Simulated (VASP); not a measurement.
# Mg3Sb2 (P-3m1) in VASP: a series of runs

Aim: see how the results for Mg3Sb2 move with the level of theory and the settings. Levels: r2SCAN, PBE. Tasks: band structure.

All numbers are computed with VASP 6.6.1; they aren't measurements. Logs are shortened: lines on timing, memory, paths and dates and some standing lists are left out, and cuts for length are marked.

**1. The structure**

The structure is trigonal, space group P-3m1 (No. 164). The conventional cell has a = 4.555 Å, b = 4.555 Å, c = 7.186 Å, α = 90.00°, β = 90.00°, γ = 120.00°. Mg (site symmetry 3m) has 4 Sb at 2.83 to 2.94 Å and 3 Mg at 3.25 Å as nearest neighbours. Mg (site symmetry -3m) has 6 Sb at 3.08 Å as nearest neighbours. Around Sb (site symmetry 3m) lie 7 Mg at 2.83 to 3.08 Å.

**2. Band structure, r2SCAN**

INCAR

```
SYSTEM = Mg3Sb2
ALGO     = Normal         ! electronic algorithm
EDIFF    = 1E-6           ! SCF threshold, eV
ENCUT    = 520            ! plane-wave cutoff, eV
ISIF     = 2              ! what is computed and relaxed
ISMEAR   = 0              ! smearing method
KPAR     = 4            
LASPH    = .TRUE.         ! aspherical terms in the spheres
LCHARG   = .FALSE.        ! write CHGCAR
LMIXTAU  = .TRUE.       
LREAL    = .FALSE.        ! projectors in reciprocal space
LWAVE    = .FALSE.        ! write WAVECAR
METAGGA  = R2SCAN         ! meta-GGA
NBANDS   = 16             ! bands
NELM     = 80             ! most SCF steps
PREC     = Accurate       ! precision mode
SIGMA    = 0.03           ! smearing width, eV
```

KPOINTS

```
k-points
0
G
  9 9 5
  0 0 0
```

POSCAR

```
Mg3Sb2                                  
1.0
    4.5546491309      0.0000000000     -0.0000000000
   -2.2773245654      3.9444418526      0.0000000000
    0.0000000000     -0.0000000000      7.1860071744
  Mg              Sb            
     3     2
Direct
     0.3333333332999970    0.6666666667000030    0.6325098387795526
     0.6666666667000030    0.3333333332999970    0.3674901612204475
     0.0000000000000000    0.0000000000000000    0.0000000000000000
     0.3333333332999970    0.6666666667000030    0.2237411491208762
     0.6666666667000030    0.3333333332999970    0.7762588508791237
```

KPOINTS_OPT

```
explicit points
213
Reciprocal
 0.0000000000  0.0000000000  0.0000000000 1
 0.0357142857  0.0000000000  0.0000000000 1
 0.0714285714  0.0000000000  0.0000000000 1
 0.1071428571  0.0000000000  0.0000000000 1
 0.1428571429  0.0000000000  0.0000000000 1
 0.1785714286  0.0000000000  0.0000000000 1
[... 205 lines left out ...]
 0.5000000000  0.0000000000  0.0403521400 1
 0.5000000000  0.0000000000 -0.0403521400 1
```

Potentials or basis: VASP PAW PBE potentials, release 64 (Mg, Sb).

The run is started by

```console
cat potpaw_PBE.64/Mg/POTCAR potpaw_PBE.64/Sb/POTCAR > POTCAR
mpirun -np 4 vasp_std > vasp.out
```

OUTCAR:

```text
SYSTEM = Mg3Sb2
   EDIFF = 1E-6
   ENCUT = 520
   ISIF = 2
   ISMEAR = 0
   LASPH = .TRUE.
   LREAL = .FALSE.
   METAGGA = R2SCAN
   NELM = 80
   PREC = Accurate

 ion  position               nearest neighbor table
   1  0.333  0.667  0.633-   5 2.83   5 2.83   5 2.83   4 2.94   2 3.25   2 3.25   2 3.25
   2  0.667  0.333  0.367-   4 2.83   4 2.83   4 2.83   5 2.94   1 3.25   1 3.25   1 3.25
   3  0.000  0.000  0.000-   4 3.08   5 3.08   4 3.08   5 3.08   5 3.08   4 3.08
   4  0.333  0.667  0.224-   2 2.83   2 2.83   2 2.83   1 2.94   3 3.08   3 3.08   3 3.08
   5  0.667  0.333  0.776-   1 2.83   1 2.83   1 2.83   2 2.94   3 3.08   3 3.08   3 3.08

  LATTYP: Found a hexagonal cell.
 ALAT       =     4.5546491309
 C/A-ratio  =     1.5777301320

  Lattice vectors:

 A1 = (   4.5546491309,   0.0000000000,   0.0000000000)
 A2 = (  -2.2773245654,   3.9444418526,   0.0000000000)
 A3 = (   0.0000000000,   0.0000000000,   7.1860071744)

Analysis of symmetry for initial positions (statically):
=====================================================================
 Subroutine PRICEL returns:
 Original cell was already a primitive cell.

 Routine SETGRP: Setting up the symmetry group for a
 hexagonal supercell.

 Subroutine GETGRP returns: Found 12 space group operations
 (whereof 12 operations were pure point group operations)
 out of a pool of 24 trial point group operations.

The static configuration has the point symmetry D_3d.

Analysis of symmetry for dynamics (positions and initial velocities):
=====================================================================
 Subroutine PRICEL returns:
 Original cell was already a primitive cell.

 Routine SETGRP: Setting up the symmetry group for a
 hexagonal supercell.

 Subroutine GETGRP returns: Found 12 space group operations
 (whereof 12 operations were pure point group operations)
 out of a pool of 24 trial point group operations.

The dynamic configuration has the point symmetry D_3d.

 Subroutine INISYM returns: Found 12 space group operations
 (whereof 12 operations are pure point group operations),
 and found     1 'primitive' translations

----------------------------------------------------------------------------------------

                                     Primitive cell

  volume of cell :     129.1006

  direct lattice vectors                    reciprocal lattice vectors
     4.554649131  0.000000000  0.000000000     0.219555880  0.126760647  0.000000000
    -2.277324565  3.944441853  0.000000000     0.000000000  0.253521293  0.000000000
     0.000000000  0.000000000  7.186007174     0.000000000  0.000000000  0.139159338

  length of vectors
     4.554649131  4.554649131  7.186007174     0.253521293  0.253521293  0.139159338

  position of ions in fractional coordinates (direct lattice)
     0.333333333  0.666666667  0.632509839
     0.666666667  0.333333333  0.367490161
     0.000000000  0.000000000  0.000000000
     0.333333333  0.666666667  0.223741149
     0.666666667  0.333333333  0.776258851

  ion indices of the primitive-cell ions
   primitive index   ion index
                 1           1
                 2           2
                 3           3
                 4           4
                 5           5

----------------------------------------------------------------------------------------

 KPOINTS: k-points

Automatic generation of k-mesh.
 Grid dimensions read from file:
 generate k-points for:    9    9    5

 Generating k-lattice:

  Cartesian coordinates                     Fractional coordinates (reciprocal lattice)
     0.024395098  0.014084516  0.000000000     0.111111111  0.000000000  0.000000000
     0.000000000  0.028169033  0.000000000     0.000000000  0.111111111  0.000000000
     0.000000000  0.000000000  0.027831868     0.000000000  0.000000000  0.200000000

  Length of vectors
     0.028169033  0.028169033  0.027831868

  Shift w.r.t. Gamma in fractional coordinates (k-lattice)
     0.000000000  0.000000000  0.000000000

 Subroutine IBZKPT returns following result:
 ===========================================

 Found     50 irreducible k-points:

 Following reciprocal coordinates:
            Coordinates               Weight
  0.000000  0.000000  0.000000      1.000000
  0.111111  0.000000  0.000000      6.000000
  0.222222 -0.000000  0.000000      6.000000
  0.333333  0.000000  0.000000      6.000000
  0.444444 -0.000000  0.000000      6.000000
  0.111111  0.111111  0.000000      6.000000
[... 16 lines left out ...]
  0.222222  0.111111  0.200000     12.000000
 -0.111111  0.333333  0.200000     12.000000
 [... further k-points ...]
   k-points           NKPTS =     50   k-points in BZ     NKDIM =     50   number of bands    NBANDS=     16
   number of dos      NEDOS =    301   number of ions     NIONS =      5
   total plane-waves  NPLWV =  69984
   dimension x,y,z NGX =    36 NGY =   36 NGZ =   54
   dimension x,y,z NGXF=    72 NGYF=   72 NGZF=  108
   ions per type =               3   2
   NGX,Y,Z   is equivalent  to a cutoff of  13.14, 13.14, 12.49 a.u.
   NGXF,Y,Z  is equivalent  to a cutoff of  26.28, 26.28, 24.99 a.u.
 SYSTEM =  Mg3Sb2
   PREC   = accura    normal or accurate (medium, high low for compatibility)
   ISTART =      0    job   : 0-new  1-cont  2-samecut
   ICHARG =      2    charge: 1-file 2-atom 10-const
   ISPIN  =      1    spin polarized calculation?
   LNONCOLLINEAR =      F non collinear calculations
   LSORBIT =      F    spin-orbit coupling
   LASPH  =      T    aspherical Exc in radial PAW
   ENCUT  =  520.0 eV  38.22 Ry    6.18 a.u.   8.47  8.47 13.36*2*pi/ulx,y,z
   NELM   =     80;   NELMIN=  2; NELMDL= -5     # of ELM steps
   EDIFF  = 0.1E-05   stopping-criterion for ELM
   LREAL  =      F    real-space projection
   EDIFFG = 0.1E-04   stopping-criterion for IOM
   NSW    =      0    number of steps for IOM
   IBRION =     -1    ionic relax: 0-MD 1-quasi-New 2-CG
   NFREE  =      0    steps in history (QN), initial steepest desc. (CG)
   ISIF   =      2    stress and relaxation
   ISYM   =      2    0-nonsym 1-usesym 2-fastsym
   POTIM  = 0.5000    time-step for ionic-motion
   TEBEG  =    0.0;   TEEND  =   0.0 temperature during run
   PSTRESS=    0.0 pullay stress
   NELECT =      16.0000    total number of electrons
   NUPDOWN=      -1.0000    fix difference up-down
   EMIN   =  10.00;   EMAX   =-10.00  energy-range for DOS
   EFERMI =   0.00;   METHOD = LEGACY
   ISMEAR =     0;   SIGMA  =   0.03  broadening in eV -4-tet -1-fermi 0-gaus
   EFERMI_NEDOS =   21; number of points for ismear=-14 and -15
   IALGO  =     38    algorithm
   IMIX   =      4    mixing-type and parameters
     AMIX     =   0.40;   BMIX     =  1.00
     AMIX_MAG =   1.60;   BMIX_MAG =  1.00
  volume/ion in A,a.u.               =      25.82       174.24
  Fermi-wavevector in a.u.,A,eV,Ry     =   0.816217  1.542426  9.064332  0.666210
  Thomas-Fermi vector in A             =   1.926445
   LORBIT       =      0    0 simple, 1 ext, 2 COOP (PROOUT), +10 PAW based schemes
   METAGGA = R2SCAN    functional components
   LHFCALC =     F    Hartree Fock is set to
   AEXX    =    0.0000 exact exchange contribution
   IVDW    =     0    specifies the selected vdW correction
   LEPSILON=     F    determine dielectric tensor
   LRPA    =     F    only Hartree local field effects (RPA)
 non-spin polarized calculation
 Gauss-broadening in eV      SIGMA  =   0.03
  energy-cutoff  :      520.00
  volume of cell :      129.10
 maximum number of plane-waves:      3524
 NGX is ok and might be reduce to    36
   NGX = 17   NGY = 17   NGZ = 27

 number of electron      16.0000000 magnetization

 Free energy of the ion-electron system (eV)
  ---------------------------------------------------
  ext. energy  EPLUGINS =         0.00000000
  ---------------------------------------------------
  free energy    TOTEN  =       -66.25160485 eV

  energy without entropy =      -66.25160485  energy(sigma->0) =      -66.25160485

 E-fermi :   4.7116     XC(G=0):  -9.2389

 val. band max:        4.5287557694   @ k =   0.0000   0.0000   0.0000
 cond. band min:       5.0441733047   @ k =   0.3333   0.3333   0.0000
 fundamental gap:      0.5154175353
 Fermi energy:         4.7116365829

 k-point     1 :       0.0000    0.0000    0.0000
  band No.  band energies     occupation
      1      -6.2932      2.00000
      2      -4.9138      2.00000
      3      -0.6312      2.00000
      4       3.2974      2.00000
      5       3.2974      2.00000
      6       4.0576      2.00000
[... 8 lines left out ...]
     15       8.9199      0.00000
     16       9.8711      0.00000

 k-point     2 :       0.1111    0.0000    0.0000
  band No.  band energies     occupation
      1      -6.2015      2.00000
      2      -4.8598      2.00000
      3      -0.5194      2.00000
      4       2.5381      2.00000
      5       3.0486      2.00000
      6       3.3846      2.00000
[... 8 lines left out ...]
     15       8.9854      0.00000
     16       9.2384      0.00000

 k-point     3 :       0.2222   -0.0000    0.0000
  band No.  band energies     occupation
      1      -5.9389      2.00000
      2      -4.7250      2.00000
      3      -0.1926      2.00000
      4       1.3016      2.00000
      5       2.2736      2.00000
      6       2.6123      2.00000
[... 8 lines left out ...]
     15       9.2527      0.00000
     16       9.9252      0.00000

 k-point     4 :       0.3333    0.0000    0.0000
  band No.  band energies     occupation
      1      -5.5528      2.00000
      2      -4.6001      2.00000
      3       0.1884      2.00000
      4       0.4277      2.00000
      5       1.2913      2.00000
      6       2.2525      2.00000
[... 8 lines left out ...]
     15      10.5073      0.00000
     16      10.5155      0.00000
[... 324 lines left out ...]
 k-point    22 :       0.1111    0.1111    0.2000
  band No.  band energies     occupation
      1      -5.9391      2.00000
      2      -4.9294      2.00000
      3       0.0092      2.00000
      4       1.9443      2.00000
      5       2.0598      2.00000
      6       2.8681      2.00000
[... 8 lines left out ...]
     15       9.2917      0.00000
     16       9.7542      0.00000

 k-point    23 :       0.2222    0.1111    0.2000
  band No.  band energies     occupation
      1      -5.6189      2.00000
      2      -4.7614      2.00000
      3       0.2150      2.00000
      4       0.9281      2.00000
      5       1.4154      2.00000
      6       2.2413      2.00000
[... 8 lines left out ...]
     15       9.9755      0.00000
     16      10.2742      0.00000

 k-point    24 :      -0.1111    0.3333    0.2000
  band No.  band energies     occupation
      1      -5.6208      2.00000
      2      -4.7573      2.00000
      3       0.0988      2.00000
      4       1.1565      2.00000
      5       1.3664      2.00000
      6       2.2434      2.00000
[... 8 lines left out ...]
     15       9.9844      0.00000
     16      10.7089      0.00000

 [... further k-points ...]
[... 5 lines left out ...]
  --------------------------------------------------------------------------------------
  -------------------------------------------------------------------------------------
  Total        0.2984273      0.2984273      0.5180305      0.0000000      0.0000000     -0.0000000
  in kB        3.7035733      3.7035733      6.4289162      0.0000000      0.0000000     -0.0000000
  external PRESSURE =       4.6120210 kB  Pullay stress =       0.0000000 kB

 VOLUME and BASIS-vectors are now :
 -----------------------------------------------------------------------------
  energy-cutoff  :      520.00
  volume of cell :      129.10
      direct lattice vectors                 reciprocal lattice vectors
     4.554649131  0.000000000  0.000000000     0.219555880  0.126760647  0.000000000
    -2.277324565  3.944441853  0.000000000     0.000000000  0.253521293  0.000000000
     0.000000000  0.000000000  7.186007174     0.000000000  0.000000000  0.139159338

 POSITION                                       TOTAL-FORCE (eV/Angst)
 -----------------------------------------------------------------------------------
     -0.00000      2.62963      4.54522        -0.000000     -0.000000      0.010429
      2.27732      1.31481      2.64079         0.000000      0.000000     -0.010429
      0.00000      0.00000      0.00000        -0.000000      0.000000      0.000000
     -0.00000      2.62963      1.60781        -0.000000      0.000000      0.189451
      2.27732      1.31481      5.57820        -0.000000     -0.000000     -0.189451
 -----------------------------------------------------------------------------------
    total drift:                                0.000000     -0.000000     -0.000000

  FREE ENERGIE OF THE ION-ELECTRON SYSTEM (eV)
  ---------------------------------------------------
  free  energy   TOTEN  =       -66.2516048521 eV

  energy  without entropy=      -66.2516048521  energy(sigma->0) =      -66.25160485
```

Wall time 4.2 min (4 MPI ranks of AMD EPYC 9R45 (Zen 5), shared host); peak memory 0.37 GiB.

Results:

```yaml
Free_energy: -66.2516 eV
Pressure: 0.5 GPa
Largest_force: 0.189 eV/Å
Band_gap_on_the_k_mesh: 0.52 eV, indirect (least direct gap 1.70 eV)
Band_gap_along_the_path: 0.52 eV, indirect (least direct gap 1.68 eV)
```

Forces on the atoms (eV/Å):
```
Mg   0.000  0.000  0.010
Mg   0.000  0.000 -0.010
Mg   0.000  0.000  0.000
Sb   0.000  0.000  0.189
Sb   0.000  0.000 -0.189
```

Levels at the corners of the path, in eV from the valence-band top:
```csv
point,band 6,band 7,band 8,band 9,band 10,band 11
Γ,-0.47,-0.47,0.00,1.70,1.80,3.36
M,-2.50,-2.27,-0.99,0.69,2.40,2.45
M,-2.50,-2.27,-0.99,0.69,2.40,2.45
K,-2.71,-2.71,-2.69,0.52,4.57,4.64
K,-2.71,-2.71,-2.69,0.52,4.57,4.64
Γ,-0.47,-0.47,0.00,1.70,1.80,3.36
Γ,-0.47,-0.47,0.00,1.70,1.80,3.36
A,-0.87,-0.86,-0.86,2.22,2.43,2.97
A,-0.87,-0.86,-0.86,2.22,2.43,2.97
L,-1.76,-1.74,-1.63,0.86,1.61,2.11
L,-1.76,-1.74,-1.63,0.86,1.61,2.11
H,-3.52,-1.07,-1.07,2.15,2.15,2.80
H,-3.52,-1.07,-1.07,2.15,2.15,2.80
A,-0.87,-0.86,-0.86,2.22,2.43,2.97
L,-1.76,-1.74,-1.63,0.86,1.61,2.11
M,-2.50,-2.27,-0.99,0.69,2.40,2.45
K,-2.71,-2.71,-2.69,0.52,4.57,4.64
H,-3.52,-1.07,-1.07,2.15,2.15,2.80
```

Caveat: the PAW data sets were made with another functional, which shifts forces and pressure a little; spin-orbit coupling is left out, which moves the levels of the heavy elements.

**3. Band structure, PBE, spin-orbit coupling, no magnetisation**

Edit INCAR of step 2 so:

```diff
@@ -4,2 +4,4 @@
 ENCUT    = 520            ! plane-wave cutoff, eV
+GGA      = PE             ! functional
+GGA_COMPAT= .FALSE.      
 ISIF     = 2              ! what is computed and relaxed
@@ -9,7 +11,8 @@
 LCHARG   = .FALSE.        ! write CHGCAR
-LMIXTAU  = .TRUE.       
+LORBIT   = 11             ! projections on sites
 LREAL    = .FALSE.        ! projectors in reciprocal space
+LSORBIT  = .TRUE.         ! spin-orbit coupling
 LWAVE    = .FALSE.        ! write WAVECAR
-METAGGA  = R2SCAN         ! meta-GGA
-NBANDS   = 16             ! bands
+MAGMOM   = 0 0 0 0 0 0 0 0 0 0 0 0 0 0 0 ! initial moments
+NBANDS   = 31             ! bands
 NELM     = 80             ! most SCF steps
```

KPOINTS is that of step 2.

POSCAR is that of step 2.

KPOINTS_OPT is that of step 2.

Potentials or basis: VASP PAW PBE potentials, release 64 (Mg, Sb).

The run is started by

```console
cat potpaw_PBE.64/Mg/POTCAR potpaw_PBE.64/Sb/POTCAR > POTCAR
mpirun -np 4 vasp_ncl > vasp.out
```

OUTCAR:

```text
SYSTEM = Mg3Sb2
   EDIFF = 1E-6
   ENCUT = 520
   GGA = PE
   ISIF = 2
   ISMEAR = 0
   LASPH = .TRUE.
   LORBIT = 11
   LREAL = .FALSE.
   LSORBIT = .TRUE.
   NELM = 80
   PREC = Accurate

 ion  position               nearest neighbor table
   1  0.333  0.667  0.633-   5 2.83   5 2.83   5 2.83   4 2.94   2 3.25   2 3.25   2 3.25
   2  0.667  0.333  0.367-   4 2.83   4 2.83   4 2.83   5 2.94   1 3.25   1 3.25   1 3.25
   3  0.000  0.000  0.000-   4 3.08   5 3.08   4 3.08   5 3.08   5 3.08   4 3.08
   4  0.333  0.667  0.224-   2 2.83   2 2.83   2 2.83   1 2.94   3 3.08   3 3.08   3 3.08
   5  0.667  0.333  0.776-   1 2.83   1 2.83   1 2.83   2 2.94   3 3.08   3 3.08   3 3.08

  LATTYP: Found a hexagonal cell.
 ALAT       =     4.5546491309
 C/A-ratio  =     1.5777301320

  Lattice vectors:
[... 1094 lines left out ...]
     0.0000000     0.0000000     0.0000000     0.0000000     0.0000000     0.0000000     0.0000000

 total charge

# of ion       s       p       d       tot
------------------------------------------
    1        0.184   0.135   0.023   0.342
    2        0.184   0.135   0.023   0.342
    3        0.153   0.102   0.020   0.275
    4        1.120   1.421   0.013   2.554
    5        1.120   1.421   0.013   2.554
--------------------------------------------------
tot          2.762   3.213   0.092   6.067

 magnetization (x)

# of ion       s       p       d       tot
------------------------------------------
    1       -0.000  -0.000   0.000  -0.000
    2       -0.000  -0.000   0.000  -0.000
    3        0.000   0.000   0.000   0.000
    4        0.000   0.000  -0.000   0.000
    5        0.000   0.000  -0.000   0.000
--------------------------------------------------
tot         -0.000   0.000  -0.000  -0.000

 magnetization (y)

# of ion       s       p       d       tot
------------------------------------------
    1       -0.000   0.000   0.000  -0.000
    2       -0.000   0.000   0.000  -0.000
    3        0.000   0.000   0.000   0.000
    4        0.000   0.000   0.000   0.000
    5       -0.000   0.000   0.000  -0.000
--------------------------------------------------
tot         -0.000   0.000   0.000  -0.000

 magnetization (z)

# of ion       s       p       d       tot
------------------------------------------
    1        0.000   0.000   0.000   0.000
    2        0.000   0.000   0.000   0.000
    3       -0.000   0.000   0.000  -0.000
    4        0.000   0.000   0.000   0.000
    5        0.000   0.000   0.000   0.000
--------------------------------------------------
tot         -0.000   0.000   0.000  -0.000
```

stdout:

```text
POSCAR found type information on POSCAR MgSb
 POSCAR found :  2 types and       5 ions
 scaLAPACK will be used
 LDA part: xc-table for (Slater+PW92), standard interpolation
 POSCAR, INCAR and KPOINTS ok, starting setup
 FFT: planning ... GRIDC
 FFT: planning ... GRID_SOFT
 FFT: planning ... GRID
 WAVECAR not read
 entering main loop
 Start KPOINTS_OPT (optional k-point list driver)
k-point batch [1-50\213]
k-point batch [51-100\213]
k-point batch [101-150\213]
k-point batch [151-200\213]
k-point batch [201-213\213]
```

It took 3.9 min on 4 MPI ranks of AMD EPYC 9R45 (Zen 5), shared host; peak memory 0.77 GiB.

What came out:

```yaml
Free_energy: -14.7476 eV
Pressure: 1.4 GPa
Largest_force: 0.023 eV/Å
Valence_electrons_inside_the_program's_atomic_spheres: Mg 0.34, 0.28; Sb 2.55
```

Forces on the atoms (eV/Å):
```
Mg   0.000  0.000 -0.023
Mg   0.000  0.000  0.023
Mg   0.000  0.000  0.000
Sb   0.000  0.000  0.003
Sb   0.000  0.000 -0.003
```
